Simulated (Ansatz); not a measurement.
**Al₃GaN₄: opening a crack plane**

Al₃GaN₄, P-43m, a = 4.407 Å. The structure is a Materials Project entry; whether it is the stable form wasn't checked. Ansatz: PBEsol, PAW, 420 eV, Γ-centred 5×5×3 mesh on 16 atoms, Gaussian smearing 0.05 eV; no spin polarisation. One cut on (100) per cell of 16 atoms is opened rigidly by x, between planes of N and Al that stand 1.08 Å apart; y is the energy per area (19.422 Å², 1 eV/Å² = 16.02 J/m²).

| x (Å) | y (J/m²) |
| --- | --- |
| 0.00 | 0.000 |
| 0.25 | 0.626 |
| 0.50 | 2.189 |
| 0.75 | 4.175 |
| 1.00 | ? |
| 1.50 | 8.802 |
| 2.00 | 10.238 |
| 3.00 | 11.163 |
| 4.50 | 11.397 |
| 6.00 | 11.452 |

Q: Fit the universal binding curve y = W[1 − (1 + x/l) e^(−x/l)] to the other rows, give the peak stress, and predict the missing value.

A: Least squares gives W = 11.6 J/m² and l = 0.571 Å. The stress dy/dx peaks at x = l with W/(e l) = 74.7 GPa, for rigid faces. At x = 1.00: x/l = 1.751, y = 6.061 J/m². The run gave 6.069 J/m², so the fit is 0.008 J/m² too low, within the rms miss on the fitted rows (0.213 J/m²).

Cost: 12 runs of about 5.7 core-minutes in all, on Intel Xeon Platinum 8259CL (Skylake/Cascade Lake) (shared hosts).

Separating the crystal costs 11.452 J/m² at the widest opening, and most of that is spent within the first 2 Å. This is the mark of short-ranged, strongly polar covalent Al–N bonds being pulled apart. The lattice is probably derived from zinc blende, in which a (100) cut breaks more than one bond per surface atom and leaves polar faces with partly filled dangling bonds, so a high cost is expected.

The close match at 1.00 Å flatters the fit. The curve lies above the computed energies up to 0.75 Å and below them at 1.50 and 2.00 Å, so the held-out point falls near a crossing. The real curve starts softer and then steepens more: the average slope from 0.50 to 0.75 Å already exceeds the fitted peak of 74.7 GPa, which therefore somewhat underestimates the rigid-separation strength.

Because the cut leaves one N face and one Al face, the energy is a sum for two unlike surfaces and gives neither surface energy separately.
